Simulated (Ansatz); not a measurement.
# Ge (Fd-3m) in Ansatz: further runs, part 2 of 2

Ansatz 0.2.0.

**5. Phonons, PBE exchange only**

Contents of input.yaml:

```yaml
crystal:
  lattice:
    - [0.0, 2.82891, 2.82891]
    - [2.82891, 0.0, 2.82891]
    - [2.82891, 2.82891, 0.0]
  atoms:
    - { symbol: Ge, position: [0.75, 0.75, 0.75] }
    - { symbol: Ge, position: [0.5, 0.5, 0.5] }
kpoints:
  mp_grid: { grid: [8, 8, 8] }
scf:
  occupations: { method: fermi_dirac, width: 0.01 }
hamiltonian:
  xc: { exchange: pbe, correlation: none }
  pseudopotentials: { kind: all_electron, datasets: crystal }
output: {}
phonons:
  method: dfpt
```

Potentials or basis: all-electron PAW datasets made for the crystal.

The run is started by

```sh
$ ansatz run input.yaml --threads 1 --pin off --max-ram 2560MiB --backend cpu --events-out ev --progress --plain --runs-dir out
```

Log:

```text
Warning: RAYON_NUM_THREADS=1 ignored (pool sized by the plan → 1); use --threads N
hamiltonian.pseudopotentials.datasets: crystal makes datasets for this crystal and solves the spheres of its atoms anew in each pass: cutoff 340.0 eV, the density's 1360.0 eV; for an error of 0.50 meV an atom under PBE, 1.0 meV for the cell; an energy difference from a run of another recipe may be off by several times the error for the cell, under r2SCAN by more, where some 0.1 meV an atom stays at smaller errors; in a run that uses the all-electron wave functions in the spheres, carries its plane waves along with the cell (elastic.basis: deformed) or is on a recipe of such a run or, without exact exchange, of a hybrid, they include no finite-basis correction of the energy (for plane waves above the cutoff): energies differ from those of runs with it by up to 1.1 meV an atom at a dataset_error of 0.2 meV (4 under r2SCAN), and by more at a larger error or with an open f shell (one dataset_recipe, of a run without it, keeps both alike, but for a hybrid, which always has it); Ge in spheres of 1.222 Å, 14 of its electrons in bands
zone centre: on kpoints.mp_grid the ground state, and the responses unless they are solved on pairs of k-points, stand on 59 of the mesh's 512 k-points, reduced under 8 symmetry operations, with k and −k counted as one. Each operation leaves every solved displacement unchanged or reverses it
Engine: ansatz 0.2.0, x86_64-unknown-linux-gnu
Pseudopotentials: kind: all_electron
Pseudopotential: Ge, paw, valence charge 14, recommended cutoff 340 eV (normal), crystal/all_electron/pbe/scalar/gaussian/Ge, Koelling and Harmon's equation, gaussian nucleus
Functional definition: unnamed
  exchange = pbe_x
  correlation = 0
Crystal: 2 atoms, lattice volume = 45.278 Å³
Basis set: ecut = 340 eV, 645 PW (Γ), exchange–correlation on 64×64×64 points (8 copies of the dense FFT grid, shifted against one another)
Bands: 18, of which v1, the nominal top of the filled ones, is band 14 counted from 1 (13 counted from 0)
Symmetry: 48 space group operations
k-points: 59 of 512 (irreducible under 8 space group operations, time reversal used)
[... 40 lines left out ...]
  E_vxc        = -104.927343  (∫ρ·V_xc dr)
  E_paw        = -118284.281533  (= ΣΔE_a)
  E_vpaw       = -8471.925163  (= ΣTr[D̂ρ^β])
  E_ewald      = -2687.134708
  E_smearing   = -0.000075  (= −TS)
  E_closure    = 9360.791179  (closes the sum)
  Σ components = -114147.527115   (vs F -114147.527115, Δ=0.00e0)
  The terms above E_closure are by the made datasets' own strengths, without shells solved beside the bands.
--- Band table (eV; the first three rows and the last of 59) ---
  k-point 0: bands = ["-13.1494", "-13.1494", "-13.1494", "-13.1136", "-13.1136", "-12.8986", "-12.8986", "-12.8986", "-12.8852", "-12.8852", "-1.2987", "11.3829", "11.4805", "11.4805", "11.4805", "14.0348", "14.0348", "14.0348"]
  k-point 1: bands = ["-13.1577", "-13.1577", "-13.1468", "-13.1019", "-13.1019", "-12.9109", "-12.9109", "-12.9016", "-12.8747", "-12.8747", "-1.1097", "9.0851", "11.1465", "11.1465", "12.4720", "14.4803", "14.4803", "14.9816"]
  k-point 2: bands = ["-13.1680", "-13.1680", "-13.1407", "-13.0844", "-13.0844", "-12.9249", "-12.9249", "-12.9089", "-12.8642", "-12.8642", "-0.5616", "6.7436", "10.5992", "10.5992", "12.1433", "15.1199", "15.1199", "17.1378"]
  k-point 58: bands = ["-13.1980", "-13.1980", "-13.0542", "-13.0542", "-13.0045", "-13.0045", "-12.9717", "-12.9717", "-12.8305", "-12.8305", "2.6541", "2.6541", "7.6358", "7.6358", "15.7947", "15.7947", "16.3342", "16.3342"]
--- Phonons (Γ-DFPT): 1 representative perturbation + reference, on 59 of 512 k-points (Σ response iterations 13) ---
  k mesh reduced under 8 symmetry operations, with k and −k counted as one. Each operation leaves every solved displacement unchanged or reverses it
  ASR residual: 1.848e-4 → 0.000e0 eV/Å²; symmetrization residual: 1.243e-13 eV/Å²
  ASR residual per site (eV/Å²): 1.85e-4 1.85e-4
  Γ frequencies (cm⁻¹): 0.00 0.00 0.00 255.94 255.94 255.94
  non-analytic LO–TO correction: not included (Born effective charges unavailable; polar crystals: no LO–TO splitting at Γ)
```

It took 21 s on 1 thread of Intel Xeon 6975P-C (Granite Rapids), shared host; peak memory 0.56 GiB.

Results:

```yaml
Free_energy: -114147.5271 eV
Band_gap_on_the_k_mesh: none (metal or under the smearing width)
Highest_phonon_frequency_at_Γ: 256 cm⁻¹
```

Phonon frequencies in cm⁻¹ (negative: imaginary):
```tsv
q point	frequencies
(0.000, 0.000, 0.000)	0 0 0 256 256 256
```

Caveat: the program warned that the printed levels may be off, so bands, gaps and densities of states are rough; this crystal is a semiconductor, whose small gap the functional closes, so the metal is an error of the method.

**6. The reference run**

An earlier run on the cell as given: functional PBE; potentials or basis all-electron LAPW, scalar-relativistic; cutoff 316 eV (chosen from the basis error); basis error allowed 0.001 eV/atom; k mesh 8 × 8 × 8; occupations fermi-dirac, width 0.05 eV; no spin polarisation.

* Pressure: 3.6 GPa
* Band gap on the k mesh: none (metal or under the smearing width)

**7. Overview**

| task | level | potentials or basis | spin | cutoff (eV) | smearing | scf lower state search | basis xc grid | phonons | basis error allowed | other keys | gap on the mesh (eV) | pressure (GPa) |
| --- | --- | --- | --- | --- | --- | --- | --- | --- | --- | --- | --- | --- |
| electric field gradients | Slater exchange only | all-electron PAW datasets made for the crystal | collinear, ferrimagnetic start | 300 | fermi-dirac 0.15 eV | - | - | - | - | - | none | 3.2 |
| density of states | PBE-LDA | all-electron PAW datasets made for the crystal | off | 140 | tetrahedron | off | 1 | - | - | scf.lower_state_search = off; basis.xc_grid = 1 | none | 9.2 |
| electric field gradients | RPBE | all-electron PAW datasets made for the crystal | off | 140 | fermi-dirac 0.025 eV | - | - | - | - | - | 0.15 | 5.4 |
| phonons | PBE exchange only | all-electron PAW datasets made for the crystal | off | 340 | fermi-dirac 0.01 eV | - | - | method dfpt | - | - | none | - |
| single point | PBE | all-electron LAPW, scalar-relativistic | off | 316 | fermi-dirac 0.05 eV | - | - | - | 0.001 eV/atom | - | none | 3.6 |

Alike in all rows: cell as given; k mesh 8 × 8 × 8.

Caveats: this crystal is a semiconductor, whose small gap the functional closes, so the metal is an error of the method (some runs); the program warned that the printed levels may be off, so bands, gaps and densities of states are rough (some runs); the starting moments weren't kept (some runs); with tetrahedron occupations forces and stress needn't match the slope of the energy (some runs).

Compare energies only between runs with the same functional and basis.

**8. Against experiment**

Step 2. Measured gap of Ge: 0.666 eV (indirect; 293 K; “Electronic and optical properties of SixGe1-x-ySny alloys lattice-matched to Ge”, 2021, arxiv:2109.02782). This calculation gives 0.00 eV (-0.67 eV). 3 values of this kind are on record (0.666 to 0.807 eV); this one was drawn at random among those near their median. Spin-orbit coupling on Ge is left out. The value is that of Slater exchange only on a finite k mesh, which can miss the band edges, without temperature or zero-point motion.

Step 4. Against the measured gap of Ge, 0.807 eV (direct; 300 K; “Electronic and optical properties of SixGe1-x-ySny alloys lattice-matched to Ge”, 2021, arxiv:2109.02782), the calculated 0.15 eV is off by -0.66 eV. 3 values of this kind are on record (0.666 to 0.807 eV); this one was drawn at random among those near their median. Spin-orbit coupling on Ge is left out. The value is that of RPBE on a finite k mesh, which can miss the band edges, without temperature or zero-point motion. Semilocal functionals fall short of measured gaps as a rule.

Step 5. A measured gap of Ge is 0.744 eV (indirect; 0 K; “Temperature-dependent photoluminescence in Ge: experiment and theory”, 2020, arxiv:2003.00143); the calculated 0.00 eV misses it by -0.74 eV. 3 values of this kind are on record (0.666 to 0.807 eV); this one was drawn at random among those near their median. Spin-orbit coupling on Ge is left out. The value is that of PBE exchange only on a finite k mesh, which can miss the band edges, without temperature or zero-point motion.
